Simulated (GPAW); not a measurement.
# Ti3Al (P-6m2) in GPAW: convergence with density grid spacing (A)

Aim: find how far density grid spacing (A) must go before the results for Ti3Al settle, at PBE. This setting moves, with any that are tied to it; all else stays.

Everything below comes from runs of GPAW 26.7.0. Logs are shortened: lines on timing, memory, paths and dates and some standing lists are left out, and cuts for length are marked. The log counts tension as positive stress, the text compression.

## Step 1: The structure

The structure is hexagonal, space group P-6m2 (No. 187). The conventional cell has a = 2.928 Å, b = 2.928 Å, c = 9.226 Å, α = 90.00°, β = 90.00°, γ = 120.00°. Ti (site symmetry 3m) is surrounded by 9 Ti at 2.86 to 2.93 Å and 3 Al at 2.86 Å. Ti (site symmetry -6m2) is surrounded by 12 Ti at 2.86 to 2.93 Å. Al (site symmetry -6m2) has 6 Ti at 2.86 Å and 6 Al at 2.93 Å as nearest neighbours.

The cell comes from a database or a generator and needn't be the stable form of this composition.

## Step 2: With density grid spacing (A) 0.24

The input, run.py:

```python
from ase import Atoms
from ase.dft.bandgap import bandgap
from ase.io import write
from ase.units import GPa
from gpaw import GPAW, PW

atoms = Atoms(['Ti', 'Ti', 'Ti', 'Al'],
              cell=[[2.9275422229, 0.0, 0.0],
                    [-1.4637711114, 2.5353259357, 0.0],
                    [0.0, 0.0, 9.226362]],
              scaled_positions=[[0.3333333333, 0.6666666667, 0.249406],
                                [0.3333333333, 0.6666666667, 0.750594],
                                [0.6666666667, 0.3333333333, 0.0],
                                [0.6666666667, 0.3333333333, 0.5]],
              pbc=True)

calc = GPAW(mode=PW(600),
            h=0.24,
            xc='PBE',
            kpts={'size': (6, 6, 2), 'gamma': True},
            occupations={'name': 'fermi-dirac', 'width': 0.05},
            nbands=37,
            convergence={'density': 1e-05, 'energy': 1e-05},
            maxiter=100,
            txt='gpaw.txt')
atoms.calc = calc
energy = atoms.get_potential_energy()
forces = atoms.get_forces()
stress = atoms.get_stress()
calc.write('gs.gpw')
write('result.traj', atoms)
print(f'Energy: {energy:.6f} eV')
print('Forces (eV/A):')
print(forces.round(4))
print('Stress (GPa):', (stress / GPa).round(3))
print('Fermi level:', round(calc.get_fermi_level(), 4), 'eV')
print(f'Gap: {bandgap(calc)[0]:.4f} eV, direct: {bandgap(calc, direct=True)[0]:.4f} eV')
```

Potentials or basis: GPAW PAW data sets (gpaw-data 1.2.1), pw.

Command:

```
$ OMP_NUM_THREADS=1 python run.py
```

gpaw.txt:

```text
__  _  _
 | _ |_)|_||  |
 |__||  | ||/\| - 26.7.0

Input parameters:
  mode=PW(ecut=600.0),
  convergence={'density': 1e-05, 'energy': 1e-05},
  h=0.24,
  kpts=MonkhorstPack(size=(6, 6, 2), gamma=True),
  maxiter=100,
  nbands=37,
  occupations=Occupations(name='fermi-dirac', width=0.05),
  xc=XC(name='PBE')

Diagonalizing LCAO Hamiltonian
Converting LCAO to pw mode

        Ti

          Al

        Ti

          Ti

Atoms  # Å, Bohr magnetons
|   | symbol |         x |        y |        z |    initial magnetic moments |
|---|--------|-----------|----------|----------|-----------------------------|
| 0 |     Ti | -0.000000 | 1.690217 | 2.301110 | ( 0.0000,  0.0000,  0.0000) |
| 1 |     Ti | -0.000000 | 1.690217 | 6.925252 | ( 0.0000,  0.0000,  0.0000) |
| 2 |     Ti |  1.463771 | 0.845109 | 0.000000 | ( 0.0000,  0.0000,  0.0000) |
| 3 |     Al |  1.463771 | 0.845109 | 4.613181 | ( 0.0000,  0.0000,  0.0000) |

Unit cell  # Å
| periodic |         x |        y |        z |  lengths |     angles |
|----------|-----------|----------|----------|----------|------------|
|      yes |  2.927542 | 0.000000 | 0.000000 | 2.927542 |  90.000000 |
|      yes | -1.463771 | 2.535326 | 0.000000 | 2.927542 |  90.000000 |
|      yes |  0.000000 | 0.000000 | 9.226362 | 9.226362 | 120.000000 |

Number of symmetries: 12
Symmetry operations  # r_c * U_cc + t_c -> r_c
|    | kind |            matrix            |
|----|------|------------------------------|
|  0 |  σ   |  1, 1, 0,  0,-1, 0,  0, 0, 1 |
|  1 |  C2  |  1, 1, 0,  0,-1, 0,  0, 0,-1 |
|  2 |  E   |  1, 0, 0,  0, 1, 0,  0, 0, 1 |
|  3 |  σ   |  1, 0, 0,  0, 1, 0,  0, 0,-1 |
|  4 |  C3  |  0, 1, 0, -1,-1, 0,  0, 0, 1 |
|  5 |  S3  |  0, 1, 0, -1,-1, 0,  0, 0,-1 |
|  6 |  σ   |  0,-1, 0, -1, 0, 0,  0, 0, 1 |
|  7 |  C2  |  0,-1, 0, -1, 0, 0,  0, 0,-1 |
|  8 |  σ   | -1, 0, 0,  1, 1, 0,  0, 0, 1 |
|  9 |  C2  | -1, 0, 0,  1, 1, 0,  0, 0,-1 |
| 10 |  C3  | -1,-1, 0,  1, 0, 0,  0, 0, 1 |
| 11 |  S3  | -1,-1, 0,  1, 0, 0,  0, 0,-1 |

BZ-sampling:
  Number of BZ points: 72
  Number of IBZ points: 14

  Monkhorst-Pack size: [6, 6, 2]
  Monkhorst-Pack shift: [0.08333333333333333, 0.08333333333333333, 0.25]

K-points  # in reciprocal-cell coordinates
|     |                                coordinates |     weight |
|-----|--------------------------------------------|------------|
|   0 | (  0.00000000,   0.00000000,   0.00000000) | 0.01388889 |
|   1 | (  0.00000000,   0.00000000,   0.50000000) | 0.01388889 |
|   2 | (  0.16666667,   0.00000000,   0.00000000) | 0.08333333 |
|   3 | (  0.16666667,   0.00000000,   0.50000000) | 0.08333333 |
|   4 | (  0.33333333,  -0.16666667,   0.00000000) | 0.08333333 |
|   5 | (  0.33333333,  -0.16666667,   0.50000000) | 0.08333333 |
|   6 | (  0.33333333,   0.00000000,   0.00000000) | 0.08333333 |
|   7 | (  0.33333333,   0.00000000,   0.50000000) | 0.08333333 |
|   8 | (  0.33333333,   0.33333333,   0.00000000) | 0.02777778 |
|   9 | (  0.33333333,   0.33333333,   0.50000000) | 0.02777778 |
| ... |                                            |            |
|  13 | (  0.50000000,   0.50000000,   0.50000000) | 0.04166667 |

Plane wave coefficients: 2304
Cutoff: 600.0 eV

Spin-components: 1 (collinear spins)
Bands:           37
Projectors:      23
Spin-degeneracy: 2
Datatype:        complex128

Parallelization:
  kpt:    1
  domain: 1
  band:   1

Density:
  Valence electrons: 39.0
  Components: 1
  Grid points: [14 14 40]
  Charge: 0.0  # |e|

Potential:
  Grid points: [14 14 40]

species:
  Ti:
    name:    Titanium
    Z:       22.0
    valence: 12
    core:    10
    charge:  0.0  # [|e|]
    compensation charges:
      type: gauss
      rc: 0.38  # [Å]
      lmax: 2
    cutoffs:
      filter: 2.23  # [Å]
      core: 1.02  # [Å]
    projectors
    | kind |    occ | energy [eV] | rcut [Å] |
    |------|--------|-------------|----------|
    |   3s |  2.000 |     -62.623 |    1.270 |
    |   4s |  2.000 |      -4.466 |    1.270 |
    |   3p |  6.000 |     -38.862 |    1.058 |
    |   4p |  0.000 |      -1.466 |    1.058 |
    |   3d |  2.000 |      -4.258 |    1.058 |
    |    d |        |      22.953 |    1.058 |

    Using partial waves for Ti as LCAO basis

  Al:
    name:    Aluminium
    Z:       13.0
    valence: 3
    core:    10
    charge:  0.0  # [|e|]
    compensation charges:
      type: gauss
      rc: 0.34  # [Å]
      lmax: 2
    cutoffs:
      filter: 1.91  # [Å]
      core: 2.36  # [Å]
    projectors
    | kind |    occ | energy [eV] | rcut [Å] |
    |------|--------|-------------|----------|
    |   3s |  2.000 |      -7.753 |    1.085 |
    |   3p |  1.000 |      -2.712 |    1.085 |
    |    s |        |      19.459 |    1.085 |
    |    p |        |      24.499 |    1.085 |
    |    d |        |       0.000 |    1.085 |

    Using partial waves for Al as LCAO basis

Reference energy: -76275.466110  # eV

eigensolver:
  PPCG
  Converge bands: occupied
  niter=2

density mixing:
  MSR1-Mixer
  Pratt-step length: 0.05
  Maximum mixing coefficient: 0.75
  Old densities: 10
  SVD Regularization: 0.005
  Good broyden scale: 1.0
  Trust region scale: 1.0
  Backstep threshold: 4.0
  History deletion threshold: 6.0
  Fourier metric: weight=20.0, sigma=0.015

occupation numbers:
  Fermi-Dirac:
    width: 0.0500  # eV

poisson solver:
  ecut: 4800.0  # eV

xc functional:
  name: PBE with 2 nearest neighbor stencil

convergence criteria:
- Maximum integral of absolute [dens]ity change: 1e-05 electrons / valence electron
- Maximum [total energy] change in last 3 cyles: 1e-05 eV / valence electron
- Maximum integral of absolute [eigenst]ate change: 4e-08 eV^2 / valence electron
maximum number of iterations: 100

SCF iterations
|iter     | |      energy | eigst |  dens |
|---------|-|-------------|-------|-------|
|iter:   1| |  -25.071719 | -0.06 |       |
|iter:   2| |  -24.913184 | -2.32 | -1.19 |
|iter:   3| |  -29.134284 | -0.54 | -1.22 |
|iter:   4| |  -28.142324 | -0.74 | -0.85 |
|iter:   5| |  -24.463388 | -1.41 | -0.79 |
|iter:   6| |  -24.289922 | -1.88 | -1.49 |
|iter:   7| |  -24.281234 | -3.23 | -1.93 |
|iter:   8| |  -24.284842 | -3.13 | -2.13 |
|iter:   9| |  -24.281890 | -4.45 | -2.36 |
|iter:  10| |  -24.280167 | -4.04 | -2.55 |
|iter:  11| |  -24.280232 | -5.32 | -3.17 |
|iter:  12| |  -24.280201c| -5.91 | -3.54 |
|iter:  13| |  -24.280238c| -6.54 | -3.78 |
|iter:  14| |  -24.280254c| -6.93 | -4.17 |
|iter:  15| |  -24.280251c| -7.77c| -4.95 |
|iter:  16| |  -24.280251c| -8.79c| -5.86c|

Converged in 16 steps
Energy contributions relative to reference atoms: (reference = -76275.466110)

Energy contributions:
  Kinetic:          22.007409
  Coulomb:         -20.351589
  Zero:              0.125232
  External:          0.000000
  Xc:              -26.047956
  Entropy:          -0.026695
  Spinorbit:         0.000000
  ----------------------------
  Free energy:     -24.293599
  Extrapolated:    -24.280251

dipole moment: (-0.534437, 0.308557, -29.386084)  # |e|*Ang

Fermi level: 7.938
Eigenvalues  # (at kpt = [0.000, 0.000, 0.000])
| band index |      eig [eV] | occ [0-2] |
|------------|---------------|-----------|
|          0 |       -48.803 |     2.000 |
|        ... |               |           |
|          9 |       -24.715 |     2.000 |
|         10 |       -24.687 |     2.000 |
|         11 |       -24.687 |     2.000 |
|         12 |        -0.457 |     2.000 |
|         13 |         2.858 |     2.000 |
|         14 |         3.136 |     2.000 |
[... 8 lines left out ...]
|         23 |         9.138 |     0.000 |
|         24 |         9.138 |     0.000 |
|        ... |               |           |
|         36 |        22.835 |     0.000 |

No gap
No difference between direct/indirect transitions

Forces  # eV/Ang
|        x |        y |        z |
|----------|----------|----------|
| -0.00000 | -0.00000 |  0.06414 |  # Ti   0
| -0.00000 | -0.00000 | -0.06414 |  # Ti   1
|  0.00000 | -0.00000 |  0.00000 |  # Ti   2
| -0.00000 |  0.00000 |  0.00000 |  # Al   3

Stress tensor  # eV/Ang^3
|         x |         y |         z |
|-----------|-----------|-----------|
|  0.002631 | -0.000000 |  0.000000 |
| -0.000000 |  0.002631 |  0.000000 |
|  0.000000 |  0.000000 | -0.000578 |

# Writing to gs.gpw (mode='')
```

Run time: 27 s. Hardware: 1 thread of Arm Neoverse V1, shared host; peak memory 0.17 GiB.

What came out:

* Free energy: -24.2936 eV
* Pressure: -0.3 GPa
* Largest force: 0.064 eV/Å
* Band gap on the k mesh: none (metal or under the smearing width)

## Step 3: With density grid spacing (A) 0.2

Changes to run.py since step 2:

```diff
@@ -17,3 +17,3 @@
 calc = GPAW(mode=PW(600),
-            h=0.24,
+            h=0.2,
             xc='PBE',
```

Potentials or basis: GPAW PAW data sets (gpaw-data 1.2.1), pw.

Command:

```
$ OMP_NUM_THREADS=1 python run.py
```

Wall time 29 s (1 thread of Arm Neoverse V1, shared host); peak memory 0.17 GiB.

What came out:

- Free energy: -24.3005 eV
- Pressure: 0.0 GPa
- Largest force: 0.066 eV/Å
- Band gap on the k mesh: none (metal or under the smearing width)

## Step 4: With density grid spacing (A) 0.17

Changes to run.py since step 3:

```diff
@@ -17,3 +17,3 @@
 calc = GPAW(mode=PW(600),
-            h=0.2,
+            h=0.17,
             xc='PBE',
```

Command:

```
$ OMP_NUM_THREADS=1 python run.py
```

Run time: 45 s. Hardware: 1 thread of Arm Neoverse V1, shared host; peak memory 0.19 GiB.

What came out:

| Item | Value |
| --- | --- |
| Free energy | -24.3009 eV |
| Pressure | 0.0 GPa |
| Largest force | 0.066 eV/Å |
| Band gap on the k mesh | none (metal or under the smearing width) |

## Step 5: With density grid spacing (A) 0.15

Changes to run.py since step 4:

```diff
@@ -17,3 +17,3 @@
 calc = GPAW(mode=PW(600),
-            h=0.17,
+            h=0.15,
             xc='PBE',
```

Command:

```
$ OMP_NUM_THREADS=1 python run.py
```

Run time: 45 s. Hardware: 1 thread of Arm Neoverse V1, shared host; peak memory 0.21 GiB.

The run converged. Its results:

* Free energy: -24.3011 eV
* Pressure: 0.0 GPa
* Largest force: 0.066 eV/Å
* Band gap on the k mesh: none (metal or under the smearing width)

## Step 6: With density grid spacing (A) 0.13

Changes to run.py since step 5:

```diff
@@ -17,3 +17,3 @@
 calc = GPAW(mode=PW(600),
-            h=0.15,
+            h=0.13,
             xc='PBE',
```

Potentials or basis: GPAW PAW data sets (gpaw-data 1.2.1), pw.

Command:

```
$ OMP_NUM_THREADS=1 python run.py
```

Wall time 74 s (1 thread of Arm Neoverse V1, shared host); peak memory 0.26 GiB.

Results (log left out):

```
Free energy            : -24.3013 eV
Pressure               : 0.0 GPa
Largest force          : 0.066 eV/Å
Band gap on the k mesh : none (metal or under the smearing width)
```

## Step 7: With density grid spacing (A) 0.11

Changes to run.py since step 6:

```diff
@@ -17,3 +17,3 @@
 calc = GPAW(mode=PW(600),
-            h=0.13,
+            h=0.11,
             xc='PBE',
```

Command:

```
$ OMP_NUM_THREADS=1 python run.py
```

Wall time 1.8 min (1 thread of Arm Neoverse V1, shared host); peak memory 0.32 GiB.

Results (log left out):

```
Free energy            : -24.3014 eV
Pressure               : 0.0 GPa
Largest force          : 0.066 eV/Å
Band gap on the k mesh : none (metal or under the smearing width)
```

## Step 8: With density grid spacing (A) 0.09

Changes to run.py since step 7:

```diff
@@ -17,3 +17,3 @@
 calc = GPAW(mode=PW(600),
-            h=0.11,
+            h=0.09,
             xc='PBE',
```

Command:

```
$ OMP_NUM_THREADS=1 python run.py
```

It took 3.7 min on 1 thread of Arm Neoverse V1, shared host; peak memory 0.53 GiB.

It converged, with:

* Free energy: -24.3014 eV
* Pressure: 0.0 GPa
* Largest force: 0.066 eV/Å
* Band gap on the k mesh: none (metal or under the smearing width)

## Step 9: The series at a glance

| density grid spacing (A) | energy less the tightest run, at zero smearing (meV/atom) | pressure (GPa) | largest force (eV/Å) | SCF cycles | CPU time (s) | peak memory (GiB) |
| --- | --- | --- | --- | --- | --- | --- |
| 0.24 | 1.96 | -0.25 | 0.064 | 16 | 27 | 0.17 |
| 0.2 | 0.23 | -0.01 | 0.066 | 16 | 29 | 0.17 |
| 0.17 | 0.12 | -0.01 | 0.066 | 16 | 45 | 0.19 |
| 0.15 | 0.08 | -0.01 | 0.066 | 16 | 45 | 0.21 |
| 0.13 | 0.03 | -0.02 | 0.066 | 16 | 74 | 0.26 |
| 0.11 | 0.02 | -0.02 | 0.066 | 16 | 110 | 0.32 |
| 0.09 | 0.00 | -0.02 | 0.066 | 16 | 220 | 0.53 |

Against the tightest run, the energy stays within 1 meV/atom from 0.2 on; the pressure stays within 0.1 GPa from 0.2 on; the largest force stays within 0.005 eV/Å from 0.24 on. The tightest run that finished is the yardstick and may itself not be fully converged.

Caveats: all runs use coarse meshes.
